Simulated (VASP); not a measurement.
# GdN (Fm-3m) in VASP: further runs, part 2 of 2

VASP 6.6.1. Earlier steps stand in the parts before.

### Step 3. Single point, PBE+U, collinear spin, antiferromagnetic start

Contents of INCAR:

```
SYSTEM = GdN
  PREC = Accurate
  ENCUT = 520
  EDIFF = 1E-6
  ISMEAR = -1
  SIGMA = 0.05
  LREAL = .False.
  LASPH = .True.
  NELM = 300
  ALGO = All
  ISIF = 2
  LWAVE = .False.
  LCHARG = .False.
  ISPIN = 2
  MAGMOM = 7 -7 0 0
  LORBIT = 11
  LMAXMIX = 6
  LDAU = .True.
  LDAUTYPE = 2
  LDAUL = 3 -1
  LDAUU = 6 0
  LDAUJ = 0 0
  LDAUPRINT = 1
  GGA = PE
```

Contents of KPOINTS:

```
Automatic mesh
0
Gamma
  8 8 6
  0 0 0
```

Contents of POSCAR:

```
GdN
1.0
    2.5850000000     -2.5850000000      0.0000000000
    2.5850000000      2.5850000000      0.0000000000
    0.0000000000      0.0000000000      5.1700000000
Gd N
2 2
Direct
    0.0000000000      0.0000000000      0.0000000000
    0.5000000000      0.5000000000      0.5000000000
    0.5000000000      0.5000000000      0.0000000000
    0.0000000000      0.0000000000      0.5000000000
```

Potentials or basis: VASP PAW PBE potentials, release 64 (Gd, N).

On the command line:

```sh
cat potpaw_PBE.64/Gd/POTCAR potpaw_PBE.64/N/POTCAR > POTCAR
mpirun -np 1 vasp_std > vasp.out
```

OUTCAR:

```text
SYSTEM = GdN
   PREC = Accurate
   ENCUT = 520
   EDIFF = 1E-6
   ISMEAR = -1
   LREAL = .False.
   LASPH = .True.
   NELM = 300
   ISIF = 2
   ISPIN = 2
   LORBIT = 11
   GGA = PE

 ion  position               nearest neighbor table
   1  0.000  0.000  0.000-   3 2.58   4 2.58   4 2.58   3 2.58   3 2.58   3 2.58
   2  0.500  0.500  0.500-   3 2.58   4 2.58   3 2.58   4 2.58   4 2.58   4 2.58
   3  0.500  0.500  0.000-   1 2.58   2 2.58   2 2.58   1 2.58   1 2.58   1 2.58
   4  0.000  0.000  0.500-   1 2.58   2 2.58   1 2.58   2 2.58   2 2.58   2 2.58

  LATTYP: Found a simple tetragonal cell.
 ALAT       =     3.6557420587
 C/A-ratio  =     1.4142135624

  Lattice vectors:

 A1 = (   2.5850000000,  -2.5850000000,   0.0000000000)
 A2 = (   2.5850000000,   2.5850000000,   0.0000000000)
 A3 = (   0.0000000000,   0.0000000000,   5.1700000000)

Analysis of symmetry for initial positions (statically):
=====================================================================
 Subroutine PRICEL returns following result:

  LATTYP: Found a face centered cubic cell.
 ALAT       =     5.1700000000
[... 12 lines left out ...]
 Subroutine GETGRP returns: Found 16 space group operations
 (whereof 16 operations were pure point group operations)
 out of a pool of 16 trial point group operations.

The static configuration has the point symmetry D_4h.

Analysis of symmetry for dynamics (positions and initial velocities):
=====================================================================
 Subroutine PRICEL returns following result:

  LATTYP: Found a face centered cubic cell.
 ALAT       =     5.1700000000
[... 12 lines left out ...]
 Subroutine GETGRP returns: Found 16 space group operations
 (whereof 16 operations were pure point group operations)
 out of a pool of 16 trial point group operations.

The dynamic configuration has the point symmetry D_4h.

Analysis of structural, dynamic, and magnetic symmetry:
=====================================================================
 Subroutine PRICEL returns following result:

  LATTYP: Found a face centered cubic cell.
 ALAT       =     5.1700000000
[... 12 lines left out ...]
 Subroutine GETGRP returns: Found 16 space group operations
 (whereof 16 operations were pure point group operations)
 out of a pool of 16 trial point group operations.
[... 214 lines left out ...]
  o =  0.0029  v =  0.6078  0.0000 -0.7941  0.0000  0.0014  0.0000  0.0010  0.0000  0.0000  0.0000  0.0000  0.0000  0.0000  0.0000      0.0000  0.0000  0.0000  0.0000  0.0000  0.0000  0.0000  0.0000  0.0000  0.0000  0.0000  0.0000  0.0000  0.0000
  o =  0.0029  v =  0.0000 -0.0000 -0.0000  0.0000  0.0000 -1.0000  0.0000  0.0000  0.0000  0.0000  0.0000  0.0000  0.0000  0.0000      0.0000  0.0000  0.0000  0.0000  0.0000  0.0000  0.0000  0.0000  0.0000  0.0000  0.0000  0.0000  0.0000  0.0000
  o =  0.0083  v =  0.0000 -0.0000  0.0000 -1.0000  0.0000 -0.0000 -0.0000  0.0000  0.0000  0.0000  0.0000  0.0000  0.0000  0.0000      0.0000  0.0000  0.0000  0.0000  0.0000  0.0000  0.0000  0.0000  0.0000  0.0000  0.0000  0.0000  0.0000  0.0000
  o =  0.0085  v =  0.0007 -0.0000  0.0005 -0.0000 -0.6078  0.0000  0.7941  0.0000  0.0000  0.0000  0.0000  0.0000  0.0000  0.0000      0.0000  0.0000  0.0000  0.0000  0.0000  0.0000  0.0000  0.0000  0.0000  0.0000  0.0000  0.0000  0.0000  0.0000
  o =  0.0085  v = -0.7941  0.0000 -0.6078 -0.0000 -0.0005  0.0000  0.0007  0.0000  0.0000  0.0000  0.0000  0.0000  0.0000  0.0000      0.0000  0.0000  0.0000  0.0000  0.0000  0.0000  0.0000  0.0000  0.0000  0.0000  0.0000  0.0000  0.0000  0.0000
  o =  0.9898  v =  0.0000  0.0000  0.0000  0.0000  0.0000  0.0000  0.0000  0.0000 -1.0000  0.0000  0.0000  0.0000 -0.0000  0.0000      0.0000  0.0000  0.0000  0.0000  0.0000  0.0000  0.0000  0.0000  0.0000  0.0000  0.0000  0.0000  0.0000  0.0000
  o =  0.9909  v =  0.0000  0.0000  0.0000  0.0000  0.0000  0.0000  0.0000  0.0000 -0.0000 -0.0000 -0.0000 -0.0000  1.0000 -0.0000      0.0000  0.0000  0.0000  0.0000  0.0000  0.0000  0.0000  0.0000  0.0000  0.0000  0.0000  0.0000  0.0000  0.0000
  o =  0.9909  v =  0.0000  0.0000  0.0000  0.0000  0.0000  0.0000  0.0000  0.0000 -0.0000  0.0000 -0.0000 -0.7722 -0.0000 -0.6353      0.0000  0.0000  0.0000  0.0000  0.0000  0.0000  0.0000  0.0000  0.0000  0.0000  0.0000  0.0000  0.0000  0.0000
  o =  0.9909  v =  0.0000  0.0000  0.0000  0.0000  0.0000  0.0000  0.0000  0.6353  0.0000 -0.7722 -0.0000 -0.0000 -0.0000  0.0000      0.0000  0.0000  0.0000  0.0000  0.0000  0.0000  0.0000  0.0000  0.0000  0.0000  0.0000  0.0000  0.0000  0.0000
  o =  0.9928  v =  0.0000  0.0000  0.0000  0.0000  0.0000  0.0000  0.0000  0.0000  0.0000  0.0000 -0.0000 -0.6353 -0.0000  0.7722      0.0000  0.0000  0.0000  0.0000  0.0000  0.0000  0.0000  0.0000  0.0000  0.0000  0.0000  0.0000  0.0000  0.0000
  o =  0.9928  v =  0.0000  0.0000  0.0000  0.0000  0.0000  0.0000  0.0000 -0.7722  0.0000 -0.6353 -0.0000 -0.0000 -0.0000  0.0000      0.0000  0.0000  0.0000  0.0000  0.0000  0.0000  0.0000  0.0000  0.0000  0.0000  0.0000  0.0000  0.0000  0.0000
  o =  0.9930  v =  0.0000  0.0000  0.0000  0.0000  0.0000  0.0000  0.0000  0.0000  0.0000 -0.0000  1.0000 -0.0000  0.0000  0.0000      0.0000  0.0000  0.0000  0.0000  0.0000  0.0000  0.0000  0.0000  0.0000  0.0000  0.0000  0.0000  0.0000  0.0000

 number of electron      46.0000023 magnetization      -0.0000000

 Free energy of the ion-electron system (eV)
  ---------------------------------------------------
  ext. energy  EPLUGINS =         0.00000000
  ---------------------------------------------------
  free energy    TOTEN  =       -45.36363867 eV

  energy without entropy =      -45.36300060  energy(sigma->0) =      -45.36331964

 E-fermi :   3.2431     XC(G=0): -11.0213

 val. band max:        3.1311481989   @ k =   0.0000   0.0000   0.0000
 cond. band min:       3.3403939807   @ k =   0.0000   0.0000   0.0000
 fundamental gap:      0.2092457818
 Fermi energy:         3.2431446962

 spin component 1

 k-point     1 :       0.0000    0.0000    0.0000
  band No.  band energies     occupation
      1     -40.9046      1.00000
      2     -37.7662      1.00000
      3     -18.3381      1.00000
      4     -18.1145      1.00000
      5     -18.1145      1.00000
      6     -16.0686      1.00000
[... 1433 lines left out ...]
     26       7.5562      0.00000
     27       7.7272      0.00000

 [... further k-points ...]

------------------------ aborting loop because EDIFF is reached ----------------------------------------

  FORCE on cell =-STRESS in cart. coord.  units (eV):
  Direction    XX          YY          ZZ          XY          YZ          ZX
  --------------------------------------------------------------------------------------
  -------------------------------------------------------------------------------------
  Total       -5.0626786     -5.0626786     -5.0267758      0.0000000     -0.0000000      0.0000000
  in kB     -117.3949209   -117.3949209   -116.5623952      0.0000000     -0.0000000      0.0000000
  external PRESSURE =    -117.1174124 kB  Pullay stress =       0.0000000 kB

 VOLUME and BASIS-vectors are now :
 -----------------------------------------------------------------------------
  energy-cutoff  :      520.00
  volume of cell :       69.09
      direct lattice vectors                 reciprocal lattice vectors
     2.585000000 -2.585000000  0.000000000     0.193423598 -0.193423598  0.000000000
     2.585000000  2.585000000  0.000000000     0.193423598  0.193423598  0.000000000
     0.000000000  0.000000000  5.170000000     0.000000000  0.000000000  0.193423598

 POSITION                                       TOTAL-FORCE (eV/Angst)
 -----------------------------------------------------------------------------------
      0.00000      0.00000      0.00000        -0.000000      0.000000     -0.000000
      2.58500      0.00000      2.58500        -0.000000      0.000000      0.000000
      2.58500      0.00000      0.00000         0.000000     -0.000000     -0.000000
      0.00000      0.00000      2.58500         0.000000     -0.000000     -0.000000
 -----------------------------------------------------------------------------------
    total drift:                                0.000000      0.000000      0.000000

  FREE ENERGIE OF THE ION-ELECTRON SYSTEM (eV)
  ---------------------------------------------------
  free  energy   TOTEN  =       -45.3636386740 eV

  energy  without entropy=      -45.3630004335  energy(sigma->0) =      -45.36331955

 total charge

# of ion       s       p       d       f       tot
--------------------------------------------------
    1        2.030   5.650   0.481   6.969  15.130
    2        2.030   5.650   0.481   6.969  15.130
    3        1.245   2.337   0.000   0.000   3.582
    4        1.245   2.337   0.000   0.000   3.582
--------------------------------------------------
tot          6.549  15.974   0.962  13.938  37.423

 magnetization (x)

# of ion       s       p       d       f       tot
--------------------------------------------------
    1       -0.006  -0.088   0.051   6.902   6.859
    2        0.006   0.088  -0.051  -6.902  -6.859
    3       -0.003  -0.033   0.000   0.000  -0.036
    4        0.003   0.033   0.000   0.000   0.036
--------------------------------------------------
tot          0.000   0.000   0.000   0.000   0.000
```

It took 12 min on 1 thread of Intel Xeon 6975P-C (Granite Rapids), shared host; peak memory 0.54 GiB.

What came out:

| Item | Value |
| --- | --- |
| Free energy | -45.3636 eV |
| Pressure | -11.7 GPa |
| Band gap on the k mesh | 0.21 eV |
| Net moment | 0.00 μB per cell |
| Site moments | Gd +6.86, -6.86; N -0.04, +0.04 μB |
| Valence electrons inside the program's atomic spheres | Gd 15.13; N 3.58 |

Stress tensor (GPa, compression positive):
```
-11.74   0.00   0.00
  0.00 -11.74   0.00
  0.00   0.00 -11.66
```

Eigenvalues of the final occupation matrices:
| site | spin | trace | eigenvalues |
| --- | --- | --- | --- |
| site 1 f | 1 | 6.94 | 0.99 0.99 0.99 0.99 0.99 0.99 0.99 |
| site 1 f | 2 | 0.03 | 0.00 0.00 0.00 0.00 0.01 0.01 0.01 |
| site 2 f | 1 | 0.03 | 0.00 0.00 0.00 0.00 0.01 0.01 0.01 |
| site 2 f | 2 | 6.94 | 0.99 0.99 0.99 0.99 0.99 0.99 0.99 |

Caveat: spin-orbit coupling is left out, which moves the levels of the heavy elements.
